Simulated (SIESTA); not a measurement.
Runs of SIESTA 5.4.2 on AlAu2. Symmetry: I4/mmm, No. 139, tetragonal system. Conventional cell: a = 3.343 Å, b = 3.343 Å, c = 8.798 Å, α = 90.00°, β = 90.00°, γ = 90.00°. Au (site symmetry 4mm) has 5 Al at 2.73 to 3.02 Å and 5 Au at 2.75 to 2.88 Å as nearest neighbours. Around Al (site symmetry 4/mmm) lie 10 Au at 2.73 to 3.02 Å. The cell comes from a database or a generator and needn't be the stable form of this composition.

| task | level | potentials or basis | gap on the mesh (eV) | pressure (GPa) | V0 of scaled cells (Å³/atom) | B0 (GPa) | largest force (eV/Å) |
| --- | --- | --- | --- | --- | --- | --- | --- |
| equation of state | LDA | PseudoDojo 0.4 standard (LDA files), DZP (energy shift 0.003 Ry; two zetas on semicore shells) | - | - | 15.78 | 166 | - |
| equation of state | PBEsol | PseudoDojo 0.4 standard (PBEsol files), DZP (energy shift 0.003 Ry; two zetas on semicore shells) | - | - | 16.18 | (b) | - |
| band structure | PBEsol | PseudoDojo 0.4 standard (PBEsol files), DZP (energy shift 0.003 Ry; two zetas on semicore shells) | none | -1.8 | - | - | 0.21 |
| band structure | LDA | PseudoDojo 0.4 standard (LDA files), DZP (energy shift 0.003 Ry; two zetas on semicore shells) | none | -5.6 | - | - | (a) |

Alike in all rows: no spin polarisation; cell as given; k mesh 11 × 11 × 11; smearing fermi-dirac 0.05 eV; grid cutoff 800 Ry; energy shift 0.003 Ry.

Question: Fill in the values left out.

Answer: (a) 0.19; (b) 152.

Caveats: short orbitals over semicore shells can move pressures by several GPa; the basis of atomic orbitals isn't converged, which shifts pressures, moduli and gaps; the cell was scaled at fixed shape and fractional positions, which overstates the stiffness of a crystal with free parameters, most of all of layers and chains (some runs).

A k mesh can miss the band edges, and the runs leave out spin-orbit coupling on Au.

A gap of «none» marks a metal or a gap under the smearing width.

Not every run made on this cell is shown here.
